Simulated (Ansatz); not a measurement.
# Phonons of NbC (Fm-3m)

```
CELL_PARAMETERS angstrom
0.00000 2.22496 2.22496
2.22496 0.00000 2.22496
2.22496 2.22496 0.00000
ATOMIC_POSITIONS crystal
Nb 0.00000 0.00000 0.00000
C 0.50000 0.50000 0.50000
```

Unless marked otherwise, the numbers come from PBEsol, all-electron LAPW in Ansatz 0.2.0, scalar-relativistic. k mesh 16×16×16, Fermi-Dirac smearing of 0.050 eV, basis error target 0.5 meV/atom. The cell was relaxed by PAW under this functional.

Atoms are displaced by 0.01 Å in the smallest supercells that hold the wave vectors of a 2×2×2 mesh. Negative values stand for unstable modes.

Question: What are the phonon energies at the solved wave vectors, in cm⁻¹?

Answer: 

```
                q  point                          modes (cm⁻¹)
0.000 0.000 0.000  Gamma                            543.8 (×3)
0.500 0.000 0.000      L  113.0 (×2), 156.0, 596.5 (×2), 656.8
0.500 0.500 0.000      X  208.0 (×2), 241.9, 561.3 (×2), 595.6
```

Question: Is the structure dynamically stable at these wave vectors?

Answer: Yes, no mode is unstable there; wave vectors off this mesh aren't tested.

Question: How do the optical zone-centre modes decompose, and which are active?

Answer: Point group m-3m: Γ_opt = T1u.

```
label   cm⁻¹  activity    mostly
  T1u  543.8        IR  C (89 %)
```

In a metal the activity is that of symmetry alone; free carriers screen the infrared modes.

Question: How well do frozen-core PAW files reproduce these all-electron values?

Answer: With a cutoff of 420 eV and displacements of 0.0025 Å, the r.m.s. difference over the modes is 0.2 cm⁻¹; the largest difference is 561.7 (PAW) against 561.3 cm⁻¹ (LAPW).

Question: The cell is scaled evenly to 21.699 and 22.360 Å³ (from 22.029), with free atoms relaxed and the shape held. What are the mode Grüneisen parameters γ = −d ln ω/d ln V?

Answer: For the highest mode, 670.1 cm⁻¹ in the small cell and 643.7 in the large one give γ ≈ 1.34. From the change of the dynamical matrix on each mode:

```csv
point,cm⁻¹,γ
Gamma,543.8,1.97
L,113.0,5.26
L,156.0,4.08
L,596.5,1.55
L,656.8,1.34
X,208.0,1.24
X,241.9,1.95
X,561.3,1.76
X,595.6,1.52
```

Weighted by the modes' heat capacities at 300 K, the mean on this mesh is 2.74; it moves with the q mesh, and a coarse one overweights the zone boundary.

Caveats: responses of metals move with mesh and smearing; the frozen-core PAW files of the compared runs were fitted under PBE, their cores solved anew for this functional.
